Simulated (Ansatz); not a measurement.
# Ta: response to strain

Aim: deform Ta (equal xx and yy strain of -1 %) and compute stress, forces and field gradients with LAPW, PAW and all-electron datasets made for the crystal.

Method: DFT PBE, scalar-relativistic, in Ansatz 0.2.0.

## Step 1: The starting structure

It takes space group Im-3m (No. 229, cubic). The conventional cell has a = 3.303 Å, b = 3.303 Å, c = 3.303 Å, α = 90.00°, β = 90.00°, γ = 90.00°. Ta (site symmetry m-3m) is surrounded by 8 Ta at 2.86 Å.

As a file:

```cif
data_structure
_symmetry_space_group_name_H-M 'Im-3m'
_symmetry_Int_Tables_number 229
_cell_length_a 3.3026
_cell_length_b 3.3026
_cell_length_c 3.3026
_cell_angle_alpha 90.000
_cell_angle_beta 90.000
_cell_angle_gamma 90.000
_cell_volume 36.02
loop_
_atom_site_label
_atom_site_type_symbol
_atom_site_symmetry_multiplicity
_atom_site_Wyckoff_symbol
_atom_site_fract_x
_atom_site_fract_y
_atom_site_fract_z
_atom_site_occupancy
Ta1 Ta 2 a 0.00000 0.00000 0.00000 1
```

The file gives the conventional cell by its symmetry; the runs use the cell typed in the input.

## Step 2: The deformed structure

Space group Im-3m before, I4/mmm after.

## Step 3: LAPW, all electrons

input.yaml reads:

```yaml
crystal:
  lattice:
    - [-1.6347672, 1.6347672, 1.65128]
    - [1.6347672, -1.6347672, 1.65128]
    - [1.6347672, 1.6347672, -1.65128]
  atoms:
    - { symbol: Ta, position: [0.0, 0.0, 0.0] }
kpoints:
  mp_grid: { grid: [17, 17, 17] }
  band_path:
    path:
      - [0.0, 0.0, 0.0]
      - [0.0, 0.0, 0.5]
      - [0.25, 0.25, 0.25]
      - [0.0, 0.5, 0.0]
      - [0.0, 0.0, 0.0]
      - [0.5, 0.5, -0.5]
      - [0.495025, 0.504975, -0.495025]
      - [-0.495025, 0.495025, 0.495025]
      - [0.0, 0.0, 0.0]
    npoints: 5
scf:
  occupations: { method: fermi_dirac, width: 0.08 }
hamiltonian:
  xc: pbe
  pseudopotentials: { kind: all_electron, lapw: { basis_error: 0.0005 } }
output:
  forces: true
  stress: true
  eigenvalues: true
```

Launch:

```bash
> ansatz run input.yaml --threads 1 --pin off --max-ram 3072MiB --backend cpu --events-out ev --progress --plain --runs-dir out
```

## Step 4: Frozen-core PAW

input.yaml reads:

```yaml
crystal:
  lattice:
    - [-1.6347672, 1.6347672, 1.65128]
    - [1.6347672, -1.6347672, 1.65128]
    - [1.6347672, 1.6347672, -1.65128]
  atoms:
    - { symbol: Ta, position: [0.0, 0.0, 0.0] }
kpoints:
  mp_grid: { grid: [17, 17, 17] }
scf:
  occupations: { method: fermi_dirac, width: 0.08 }
hamiltonian:
  xc: pbe
  pseudopotentials: { kind: paw }
output:
  forces: true
  stress: true
  eigenvalues: true
  efg: { contact_densities: true }
```

## Step 5: All-electron PAW on datasets made for the crystal

Edit input.yaml of step 4 so:

```diff
@@ -13,3 +13,3 @@
   xc: pbe
-  pseudopotentials: { kind: paw }
+  pseudopotentials: { kind: all_electron, datasets: crystal }
 output:
```

(Steps that only read results are left out.)

Q: Predict the outcome of this session. Wanted: pressure; largest shear or deviatoric stress.

**Answer**, as computed:

| quantity | value |
| --- | --- |
| pressure | LAPW 7.36, PAW 7.47, crystal datasets 7.37 GPa |
| largest shear or deviatoric stress (LAPW) | 0.76 GPa |

The largest part of the stress beyond the pressure is 0.76 GPa in size, in the zz component. No run of the undeformed cell stands beside it, so the pressure holds what the given cell had before the change. PAW: stress within 0.10 GPa of LAPW. Crystal datasets: stress within 0.01 GPa of LAPW. Spin-orbit coupling is left out, though the cell holds Ta; in elements this heavy it can shift bands and gaps by tenths of an eV.
